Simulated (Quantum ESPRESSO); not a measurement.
# TaN (Fm-3m) in Quantum ESPRESSO: equation of state, part 2 of 2

Quantum ESPRESSO 7.5. Earlier steps stand in the parts before.

**7. Single point, PBE, 11.25 Å³/atom**

The input, pw.in:

```
&CONTROL
  calculation = 'scf'
  prefix = 'pwscf'
  outdir = './tmp'
  pseudo_dir = './pseudo'
  tprnfor = .true.
  tstress = .true.
  disk_io = 'nowf'
/
&SYSTEM
  ibrav = 0
  nat = 2
  ntyp = 2
  ecutwfc = 60
  ecutrho = 480
  nbnd = 15
  occupations = 'smearing'
  smearing = 'fd'
  degauss = 0.00367493
/
&ELECTRONS
  conv_thr = 4d-10
  electron_maxstep = 120
  mixing_beta = 0.5
/
ATOMIC_SPECIES
Ta   180.9479 Ta_pbe_v1.uspp.F.UPF
N     14.0070 N.pbe-n-radius_5.UPF
CELL_PARAMETERS angstrom
   0.0000000000    2.2404226923    2.2404226923
   2.2404226923    0.0000000000    2.2404226923
   2.2404226923    2.2404226923    0.0000000000
ATOMIC_POSITIONS crystal
Ta     0.5000000000    0.5000000000    0.5000000000
N      0.0000000000    0.0000000000    0.0000000000
K_POINTS automatic
10 10 10 0 0 0
```

Potentials or basis: SSSP 1.3 efficiency PBE.

Started as:

```sh
$ OMP_NUM_THREADS=1 pw.x -in pw.in > pw.out
```

pw.out:

```text
This program is part of the open-source Quantum ESPRESSO suite
     for quantum simulation of materials; please cite
         "P. Giannozzi et al., J. Phys.:Condens. Matter 21 395502 (2009);
         "P. Giannozzi et al., J. Phys.:Condens. Matter 29 465901 (2017);
         "P. Giannozzi et al., J. Chem. Phys. 152 154105 (2020);
     in publications or presentations arising from this work. More details at

     Message from routine setup:
     using ibrav=0 with symmetry is DISCOURAGED, use correct ibrav instead

     G-vector sticks info
     --------------------
     sticks:   dense  smooth     PW     G-vecs:    dense   smooth      PW
     Sum        1177     595    187                26813     9505    1687

     Using Slab Decomposition

     bravais-lattice index     =            0
     lattice parameter (alat)  =       5.9875  a.u.
     unit-cell volume          =     151.7807 (a.u.)^3
     number of atoms/cell      =            2
     number of atomic types    =            2
     number of electrons       =        18.00
     number of Kohn-Sham states=           15
     kinetic-energy cutoff     =      60.0000  Ry
     charge density cutoff     =     480.0000  Ry
     scf convergence threshold =      4.0E-10
     mixing beta               =       0.5000
     number of iterations used =            8  plain     mixing
     Exchange-correlation= PBE
                           (   1   4   3   4   0   0   0)

     celldm(1)=   5.987477  celldm(2)=   0.000000  celldm(3)=   0.000000
     celldm(4)=   0.000000  celldm(5)=   0.000000  celldm(6)=   0.000000

     crystal axes: (cart. coord. in units of alat)
               a(1) = (   0.000000   0.707107   0.707107 )
               a(2) = (   0.707107   0.000000   0.707107 )
               a(3) = (   0.707107   0.707107   0.000000 )

     reciprocal axes: (cart. coord. in units 2 pi/alat)
               b(1) = ( -0.707107  0.707107  0.707107 )
               b(2) = (  0.707107 -0.707107  0.707107 )
               b(3) = (  0.707107  0.707107 -0.707107 )

     PseudoPot. # 1 for Ta read from file:
     Ta_pbe_v1.uspp.F.UPF
     Pseudo is Ultrasoft + core correction, Zval = 13.0
     Generated by new atomic code, or converted to UPF format
     Using radial grid of  921 points,  7 beta functions with:
                l(1) =   0
                l(2) =   0
                l(3) =   1
                l(4) =   1
                l(5) =   2
                l(6) =   2
                l(7) =   3
     Q(r) pseudized with  6 coefficients,  rinner =    1.300   1.300   1.300
                                                       1.300   1.300   1.300
                                                       1.300

     PseudoPot. # 2 for N  read from file:
     N.pbe-n-radius_5.UPF
     Pseudo is Ultrasoft + core correction, Zval =  5.0
     Generated using "atomic" code by A. Dal Corso  v.5.1
     Using radial grid of 1085 points,  4 beta functions with:
                l(1) =   0
                l(2) =   0
                l(3) =   1
                l(4) =   1
     Q(r) pseudized with 0 coefficients

     atomic species   valence    mass     pseudopotential
     Ta               13.00   180.94790     Ta( 1.00)
     N                 5.00    14.00700     N ( 1.00)

     48 Sym. Ops., with inversion, found

   Cartesian axes

     site n.     atom                  positions (alat units)
         1        Ta     tau(   1) = (   0.7071068   0.7071068   0.7071068  )
         2        N      tau(   2) = (   0.0000000   0.0000000   0.0000000  )

     number of k points=    47  Fermi-Dirac smearing, width (Ry)=  0.0037
                       cart. coord. in units 2pi/alat
        k(    1) = (   0.0000000   0.0000000   0.0000000), wk =   0.0020000
        k(    2) = (   0.0707107   0.0707107  -0.0707107), wk =   0.0160000
        k(    3) = (   0.1414214   0.1414214  -0.1414214), wk =   0.0160000
        k(    4) = (   0.2121320   0.2121320  -0.2121320), wk =   0.0160000
        k(    5) = (   0.2828427   0.2828427  -0.2828427), wk =   0.0160000
        k(    6) = (  -0.3535534  -0.3535534   0.3535534), wk =   0.0080000
[... 39 lines left out ...]
        k(   46) = (  -0.0707107  -0.3535534   0.6363961), wk =   0.0480000
        k(   47) = (  -0.7071068   0.2828427   0.0000000), wk =   0.0240000

     Dense  grid:    26813 G-vectors     FFT dimensions: (  45,  45,  45)

     Smooth grid:     9505 G-vectors     FFT dimensions: (  30,  30,  30)

     Initial potential from superposition of free atoms

     starting charge      17.9989, renormalised to      18.0000

     negative rho (up, down):  9.370E-02 0.000E+00
     Starting wfcs are   17 randomized atomic wfcs

     Self-consistent Calculation

     iteration #  1     ecut=    60.00 Ry     beta= 0.50
     Davidson diagonalization with overlap
     ethr =  1.00E-02,  avg # of iterations =  2.9

     negative rho (up, down):  9.598E-02 0.000E+00

     total energy              =    -162.00504197 Ry
     estimated scf accuracy    <       0.49163523 Ry

     iteration #  2     ecut=    60.00 Ry     beta= 0.50
     Davidson diagonalization with overlap
     ethr =  2.73E-03,  avg # of iterations =  2.1

     negative rho (up, down):  9.703E-02 0.000E+00

     total energy              =    -162.14539842 Ry
     estimated scf accuracy    <       0.27787895 Ry
[... 64 lines left out ...]
     iteration # 10     ecut=    60.00 Ry     beta= 0.50
     Davidson diagonalization with overlap
     ethr =  2.40E-11,  avg # of iterations =  2.4

     negative rho (up, down):  9.909E-02 0.000E+00

     total energy              =    -162.19645867 Ry
     estimated scf accuracy    <          1.9E-09 Ry

     iteration # 11     ecut=    60.00 Ry     beta= 0.50
     Davidson diagonalization with overlap
     ethr =  1.08E-11,  avg # of iterations =  2.0

     negative rho (up, down):  9.909E-02 0.000E+00

     End of self-consistent calculation

          k = 0.0000 0.0000 0.0000 (  1243 PWs)   bands (ev):

   -49.2310 -15.4601 -15.4601 -15.4601   2.0242  16.7353  16.7353  16.7353
    18.4593  18.4593  18.4593  20.4701  20.4701  21.4622  29.5627

          k = 0.0707 0.0707-0.0707 (  1209 PWs)   bands (ev):

   -49.2269 -15.5296 -15.4667 -15.4667   2.2370  15.6725  16.0503  16.0503
    18.7910  18.7910  18.8384  21.3150  21.3150  22.1786  30.2354

          k = 0.1414 0.1414-0.1414 (  1209 PWs)   bands (ev):

   -49.2164 -15.7075 -15.4840 -15.4840   2.8196  13.9079  14.9400  14.9400
    19.3294  19.5476  19.5476  23.0669  23.0669  23.6385  31.7538

          k = 0.2121 0.2121-0.2121 (  1188 PWs)   bands (ev):

   -49.2033 -15.9194 -15.5053 -15.5053   3.6170  12.2443  14.0187  14.0187
    20.0930  20.6006  20.6006  24.8416  24.9781  24.9781  31.9930
[... 118 lines left out ...]
   -49.1801 -16.0003 -15.6693 -15.6693   3.3239  13.2799  15.5414  15.8151
    15.8151  22.1447  23.4744  23.4744  23.9422  27.6197  29.6015

          k =-0.0707-0.6364 0.6364 (  1192 PWs)   bands (ev):

   -49.1761 -16.0221 -15.7138 -15.6759   3.3680  13.6662  14.6524  15.5457
    16.5754  22.8548  23.4375  23.4840  24.5238  26.9848  29.2495

          k = 0.0000-0.5657 0.5657 (  1182 PWs)   bands (ev):

   -49.1752 -15.9825 -15.7992 -15.6537   3.6046  13.5609  13.8096  14.8643
    17.6418  22.9885  23.0684  24.2523  24.6366  27.5107  29.7754

          k =-0.7071 0.0000 0.0000 (  1162 PWs)   bands (ev):

   -49.1747 -16.0481 -15.6912 -15.6912   3.2442  13.8925  15.3223  15.9033
    15.9033  22.3606  23.6546  23.6546  24.3822  26.6042  28.8844

          k = 0.2828 0.1414 0.0000 (  1194 PWs)   bands (ev):

   -49.2080 -15.7656 -15.5671 -15.5050   3.1522  12.9096  14.7373  15.0950
    18.2499  20.8083  21.1634  21.6744  23.5290  26.2170  32.9345

          k = 0.3536 0.2121-0.0707 (  1193 PWs)   bands (ev):

   -49.1966 -15.9107 -15.6178 -15.5268   3.7086  12.1121  13.9484  14.4450
    18.8861  21.4039  22.1583  22.8671  24.9996  27.2929  31.8699

          k =-0.2828-0.4243 0.5657 (  1186 PWs)   bands (ev):

   -49.1874 -16.0309 -15.6433 -15.5538   4.1876  11.4987  13.5242  13.8869
    19.8295  22.0987  22.2830  24.3877  26.1439  27.7503  30.4448

          k =-0.2121-0.3536 0.4950 (  1188 PWs)   bands (ev):

   -49.1839 -16.0769 -15.6498 -15.5666   4.3801  11.2562  13.5022  13.5754
    20.8614  21.3526  22.5936  25.2362  26.6654  27.6523  30.1234
[... 28 lines left out ...]
   -49.1796 -15.9880 -15.7030 -15.6640   3.5174  13.1460  14.5788  14.8500
    17.2838  22.7710  23.1172  23.4305  24.7165  27.7072  29.6868

          k =-0.0707-0.4950 0.6364 (  1187 PWs)   bands (ev):

   -49.1761 -15.9729 -15.7810 -15.6694   3.6793  13.3214  13.9006  14.4557
    18.1980  22.2567  23.4681  23.8618  24.9880  28.0210  29.9721

          k =-0.0000-0.4243 0.5657 (  1181 PWs)   bands (ev):

   -49.1766 -15.8972 -15.8855 -15.6382   3.9105  12.6734  13.7910  14.0869
    19.4224  21.3666  23.1570  24.2164  25.3985  29.2168  30.9048

          k =-0.7071 0.1414 0.0000 (  1182 PWs)   bands (ev):

   -49.1747 -16.0148 -15.7260 -15.6975   3.4276  13.8465  14.5179  14.8451
    17.2173  22.9782  23.1194  23.6584  24.7283  27.0769  29.3937

          k =-0.1414-0.4243 0.7071 (  1197 PWs)   bands (ev):

   -49.1782 -15.9504 -15.7905 -15.6495   3.8745  12.6799  13.9368  13.9882
    19.2729  21.4775  23.3111  23.6241  25.6896  28.9091  30.2580

          k =-0.0707-0.3536 0.6364 (  1190 PWs)   bands (ev):

   -49.1761 -15.9185 -15.8400 -15.6720   3.8928  12.8334  13.8112  13.9653
    20.2551  20.3251  23.4754  24.2516  24.9275  29.6157  30.8135

          k =-0.7071 0.2828 0.0000 (  1188 PWs)   bands (ev):

   -49.1747 -15.9268 -15.8165 -15.7077   3.7543  13.5043  13.8045  13.9695
    19.1771  21.2709  23.6645  23.8584  24.6627  29.0662  30.7737

     the Fermi energy is    20.4334 ev

!    total energy              =    -162.19645867 Ry
     estimated scf accuracy    <          5.1E-11 Ry
     smearing contrib. (-TS)   =      -0.00044678 Ry
     internal energy E=F+TS    =    -162.19601188 Ry

     The total energy is F=E-TS. E is the sum of the following terms:
     one-electron contribution =      -7.97907250 Ry
     hartree contribution      =      15.30511003 Ry
     xc contribution           =     -47.74821745 Ry
     ewald contribution        =    -121.77383196 Ry

     convergence has been achieved in  11 iterations

     negative rho (up, down):  9.909E-02 0.000E+00

     Forces acting on atoms (cartesian axes, Ry/au):

     atom    1 type  1   force =     0.00000000   -0.00000000   -0.00000000
     atom    2 type  2   force =    -0.00000000    0.00000000    0.00000000

     Total force =     0.000000     Total SCF correction =     0.000000

     Computing stress (Cartesian axis) and pressure

     negative rho (up, down):  9.909E-02 0.000E+00
          total   stress  (Ry/bohr**3)                   (kbar)     P=     -134.70
  -0.00091567  -0.00000000   0.00000000         -134.70       -0.00        0.00
   0.00000000  -0.00091567   0.00000000            0.00     -134.70        0.00
   0.00000000   0.00000000  -0.00091567            0.00        0.00     -134.70

=------------------------------------------------------------------------------=
   JOB DONE.
=------------------------------------------------------------------------------=
```

It took 9.8 s on 1 thread of AMD EPYC 9R45 (Zen 5), shared host; peak memory 0.22 GiB.

What came out:

| Item | Value |
| --- | --- |
| Free energy | -2206.7952 eV |
| Pressure | -13.5 GPa |
| Band gap on the k mesh | none (metal or under the smearing width) |

**8. Single point, PBE, 11.46 Å³/atom**

pw.in, as its differences from that of step 7:

```diff
@@ -29,5 +29,5 @@
 CELL_PARAMETERS angstrom
-   0.0000000000    2.2404226923    2.2404226923
-   2.2404226923    0.0000000000    2.2404226923
-   2.2404226923    2.2404226923    0.0000000000
+   0.0000000000    2.2546932853    2.2546932853
+   2.2546932853    0.0000000000    2.2546932853
+   2.2546932853    2.2546932853    0.0000000000
 ATOMIC_POSITIONS crystal
```

Started as:

```sh
$ OMP_NUM_THREADS=1 pw.x -in pw.in > pw.out
```

Run time: 10 s. Hardware: 1 thread of AMD EPYC 9R45 (Zen 5), shared host; peak memory 0.23 GiB.

It converged, with:

```
Free energy            : -2206.7528 eV
Pressure               : -18.4 GPa
Band gap on the k mesh : none (metal or under the smearing width)
```

**9. Equation of state, PBE**

Potentials or basis: SSSP 1.3 efficiency PBE.

This step only gathers the single runs of the series.

What came out:

```yaml
Equilibrium_volume: 10.76 Å³/atom
Bulk_modulus: 331 GPa
Pressure_derivative_of_the_bulk_modulus: 4.5
```

Energy against volume, from the lowest point:
```
volume (Å³/atom)  energy (meV/atom)
          10.164              37.65
          10.381              14.58
          10.597               2.40
          10.813               0.00
          11.030               6.36
          11.246              20.57
          11.462              41.79
```

Spin-orbit coupling is left out, which matters for the levels of Ta.
